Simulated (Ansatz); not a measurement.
# Band structure of ZnAu

```xyz
2
Lattice="3.1501 0.0000 0.0000 0.0000 3.1501 0.0000 0.0000 0.0000 3.1501" Properties=species:S:1:pos:R:3 pbc="T T T"
Zn    1.5750    1.5750    1.5750
Au    0.0000    0.0000    0.0000
```

Atom numbers follow the list: Zn1, Au2.

The conventional cell has a = 3.150 Å, b = 3.150 Å, c = 3.150 Å, α = 90.00°, β = 90.00°, γ = 90.00°. Around Zn (atom 1) lie 8 Au at 2.73 Å. Au (atom 2) has 8 Zn at 2.73 Å as nearest neighbours.

The cell is the one relaxed in the Materials Project (mp-1684), not relaxed further here; entries there can be hypothetical.

No spin–orbit coupling, which matters for the heavy atoms here.

Computed with DFT, PBEsol, all-electron LAPW, scalar-relativistic in Ansatz 0.2.0.

The runs use a Γ-centred 13×13×13 k mesh, Fermi–Dirac smearing of 0.05 eV, basis error target 1 meV/atom, no spin polarisation.

Points in fractions of the reciprocal vectors of this cell: Γ (0, 0, 0), X (0, 0.5, 0), M (0.5, 0.5, 0), R (0.5, 0.5, 0.5). The path joins them by straight lines in the order Γ–X–M–Γ–R–X–R–M; legs that retrace an earlier one aren't tabulated. Energies are in eV from the Fermi level.

Metal or insulator at this level of theory?

No gap opens: metallic or semimetallic.

Tabulate bands 29 to 34, counted from the lowest band of the run, along the path.


```json
{"k (1/Å)": "0.00", "point": "Γ", "band 29": "-3.75", "band 30": "-3.75", "band 31": "-3.75", "band 32": "4.90", "band 33": "4.90", "band 34": "4.90"}
{"k (1/Å)": "0.25", "point": "", "band 29": "-3.95", "band 30": "-3.95", "band 31": "-3.77", "band 32": "3.10", "band 33": "5.41", "band 34": "5.41"}
{"k (1/Å)": "0.50", "point": "", "band 29": "-4.39", "band 30": "-4.39", "band 31": "-3.82", "band 32": "0.44", "band 33": "6.79", "band 34": "6.79"}
{"k (1/Å)": "0.75", "point": "", "band 29": "-4.78", "band 30": "-4.78", "band 31": "-3.88", "band 32": "-1.64", "band 33": "8.74", "band 34": "8.74"}
{"k (1/Å)": "1.00", "point": "X", "band 29": "-4.93", "band 30": "-4.93", "band 31": "-3.91", "band 32": "-2.40", "band 33": "10.31", "band 34": "11.03"}
{"k (1/Å)": "1.25", "point": "", "band 29": "-4.80", "band 30": "-4.32", "band 31": "-3.94", "band 32": "-2.37", "band 33": "7.96", "band 34": "8.24"}
{"k (1/Å)": "1.50", "point": "", "band 29": "-4.49", "band 30": "-4.01", "band 31": "-3.42", "band 32": "-2.29", "band 33": "5.06", "band 34": "5.35"}
{"k (1/Å)": "1.75", "point": "", "band 29": "-4.07", "band 30": "-4.07", "band 31": "-2.52", "band 32": "-2.18", "band 33": "2.27", "band 34": "3.32"}
{"k (1/Å)": "1.99", "point": "M", "band 29": "-4.09", "band 30": "-3.16", "band 31": "-2.05", "band 32": "-2.05", "band 33": "0.78", "band 34": "2.45"}
{"k (1/Å)": "2.35", "point": "", "band 29": "-4.14", "band 30": "-4.06", "band 31": "-4.05", "band 32": "-0.59", "band 33": "1.67", "band 34": "4.92"}
{"k (1/Å)": "2.70", "point": "", "band 29": "-4.87", "band 30": "-4.44", "band 31": "-3.94", "band 32": "1.59", "band 33": "2.14", "band 34": "8.20"}
{"k (1/Å)": "3.05", "point": "", "band 29": "-4.16", "band 30": "-4.08", "band 31": "-3.81", "band 32": "3.38", "band 33": "3.76", "band 34": "5.89"}
{"k (1/Å)": "3.41", "point": "Γ", "band 29": "-3.75", "band 30": "-3.75", "band 31": "-3.75", "band 32": "4.90", "band 33": "4.90", "band 34": "4.90"}
{"k (1/Å)": "3.84", "point": "", "band 29": "-4.35", "band 30": "-4.02", "band 31": "-4.02", "band 32": "3.54", "band 33": "4.24", "band 34": "4.24"}
{"k (1/Å)": "4.27", "point": "", "band 29": "-4.49", "band 30": "-4.49", "band 31": "-4.21", "band 32": "2.69", "band 33": "3.34", "band 34": "3.34"}
{"k (1/Å)": "4.70", "point": "", "band 29": "-3.66", "band 30": "-3.66", "band 31": "-1.20", "band 32": "2.09", "band 33": "3.20", "band 34": "3.20"}
{"k (1/Å)": "5.13", "point": "R", "band 29": "-3.11", "band 30": "-3.11", "band 31": "1.32", "band 32": "3.48", "band 33": "3.67", "band 34": "3.67"}
{"k (1/Å)": "5.49", "point": "", "band 29": "-3.64", "band 30": "-3.35", "band 31": "0.24", "band 32": "0.92", "band 33": "2.70", "band 34": "4.72"}
{"k (1/Å)": "5.84", "point": "", "band 29": "-4.63", "band 30": "-3.99", "band 31": "-1.73", "band 32": "-1.52", "band 33": "4.77", "band 34": "5.75"}
{"k (1/Å)": "6.19", "point": "", "band 29": "-5.08", "band 30": "-3.99", "band 31": "-3.66", "band 32": "-2.31", "band 33": "7.84", "band 34": "7.89"}
{"k (1/Å)": "6.54", "point": "X", "band 29": "-4.93", "band 30": "-4.93", "band 31": "-3.91", "band 32": "-2.40", "band 33": "10.31", "band 34": "11.03"}
{"k (1/Å)": "7.95", "point": "R", "band 29": "-3.11", "band 30": "-3.11", "band 31": "1.32", "band 32": "3.48", "band 33": "3.67", "band 34": "3.67"}
{"k (1/Å)": "8.20", "point": "", "band 29": "-3.49", "band 30": "-3.12", "band 31": "1.55", "band 32": "1.90", "band 33": "2.33", "band 34": "2.33"}
{"k (1/Å)": "8.45", "point": "", "band 29": "-4.26", "band 30": "-3.14", "band 31": "0.47", "band 32": "0.47", "band 33": "1.14", "band 34": "2.00"}
{"k (1/Å)": "8.70", "point": "", "band 29": "-4.72", "band 30": "-3.15", "band 31": "-1.17", "band 32": "-1.17", "band 33": "0.85", "band 34": "2.34"}
{"k (1/Å)": "8.95", "point": "M", "band 29": "-4.09", "band 30": "-3.16", "band 31": "-2.05", "band 32": "-2.05", "band 33": "0.78", "band 34": "2.45"}
```
